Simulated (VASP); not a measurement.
Al2O3:

```xyz
5
Lattice="3.0175 0.0000 0.0000 -1.5087 2.6132 0.0000 0.0000 0.0000 7.5746" Properties=species:S:1:pos:R:3 pbc="T T T"
Al    0.0000    0.0000    5.4693
Al    0.0000    0.0000    2.1054
O     0.0000    0.0000    3.7873
O     1.5087    0.8711    6.0638
O     0.0000    1.7421    1.5108
```

Measurements of this composition are mostly on another form, of space group No. 167.

Base run:

- Program: VASP 6.6.1
- Functional: TPSS
- Potentials or basis: VASP PAW PBE potentials, release 64 (Al, O)
- Cutoff: 520 eV
- k mesh: 7 × 7 × 3
- Occupations: fermi-dirac, width 0.05 eV
- Spin: no spin polarisation

Its results: band gap on the k mesh 2.44 eV, direct.

Problem. The run is repeated on the same cell with these changes: functional from TPSS to PBE. What comes out?

Solution. Band gap on the k mesh 2.29 eV, direct.

TPSS gives the wider gap, since meta-GGAs in the generalised Kohn-Sham scheme recover part of the derivative discontinuity.
